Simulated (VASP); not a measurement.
The system is MoS2.

```
Mo S
1.0
     3.22746    0.00000    0.00000
    -1.61373    2.79507    0.00000
     0.00000    0.00000    6.31247
Mo S
1 2
Cartesian
  0.0000 0.0000 3.1562
  1.6137 0.9317 4.7008
  0.0000 1.8634 1.6117
```

Measurements of this composition are mostly on another form, of space group No. 194.

* Program: VASP 6.6.1
* Task: single point
* Functional: PBEsol
* Potentials or basis: VASP PAW PBE potentials, release 64 (Mo_sv, S)
* Cutoff: 520 eV
* k mesh: 9 × 9 × 4
* Occupations: fermi-dirac, width 0.05 eV
* Spin: no spin polarisation

On this cell: pressure -3.4 GPa; largest force 0.026 eV/Å; band gap on the k mesh none (metal or under the smearing width).

The same run follows on a disturbed copy (atoms moved at random, drawn with an rms of 0.05 Å):

```xyz
3
Lattice="3.2275 0.0000 0.0000 -1.6137 2.7951 0.0000 0.0000 0.0000 6.3125" Properties=species:S:1:pos:R:3 pbc="T T T"
Mo    0.0102   -0.0511    3.1518
S     1.5961    0.9007    4.7232
S    -0.0311    1.9199    1.5943
```

Task: What does the disturbed cell give?

Result: The energy (extrapolated to zero smearing) moves by +12.0 meV/atom; pressure -4.8 GPa; largest force 0.554 eV/Å; band gap on the k mesh none (metal or under the smearing width).

Forces on the atoms (eV/Å):
```
Mo  -0.256  0.373  0.261
S    0.052  0.131 -0.373
S    0.203 -0.503  0.113
```

Stress tensor (GPa, compression positive):
```
-4.69 -0.42 -0.65
-0.42 -6.49  2.72
-0.65  2.72 -3.27
```

Caveats: the PAW data sets were made with another functional, which shifts forces and pressure a little; this functional lacks dispersion, which binds the layers, so the pressure and a relaxed spacing across them are unreliable (some runs).
